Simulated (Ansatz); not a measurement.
**KF**

```
CELL_PARAMETERS angstrom
0.00000 2.70989 2.70989
2.70989 0.00000 2.70989
2.70989 2.70989 0.00000
ATOMIC_POSITIONS crystal
K 0.00000 0.00000 0.00000
F 0.50000 0.50000 0.50000
```

Atom numbers follow the list: K1, F2.

Conventional cell: a = 5.420 Å, b = 5.420 Å, c = 5.420 Å, α = 90.00°, β = 90.00°, γ = 90.00°. Around K (atom 1) lie 6 F at 2.71 Å. Around F (atom 2) lie 6 K at 2.71 Å.

The cell was built from the rocksalt type and relaxed in the same program, and has space group Fm-3m; it needn't be a known or the stable phase.

All numbers are computed: DFT, PBE, all-electron LAPW, scalar-relativistic (Ansatz 0.2.0); DFT, PBE, PAW with Ansatz's default frozen-core files, scalar-relativistic (Ansatz 0.2.0).

For LAPW: a Γ-centred 16×16×16 k mesh, Fermi–Dirac smearing of 0.08 eV, basis error target 1 meV/atom, no spin polarisation. PAW takes a cutoff of 420 eV at this cell. The Ansatz runs share mesh, smearing and spin set-up. Values come from LAPW unless marked.

```json
{"Pressure at this cell": "0.2 kbar", "Volume per atom": "134.3 bohr³"}
```

Löwdin charges (with 0.07 e of the cell spilling out of the atomic basis, so their sizes and signs hang on that basis): what does the calculation give?

K1 0.85, F2 -0.78 e.

Predict this quantity. Bader charges (from the PAW run).

K1 +0.86, F2 -0.86 e.

Predict this quantity. Band gap.

5.96 eV, direct at Γ.
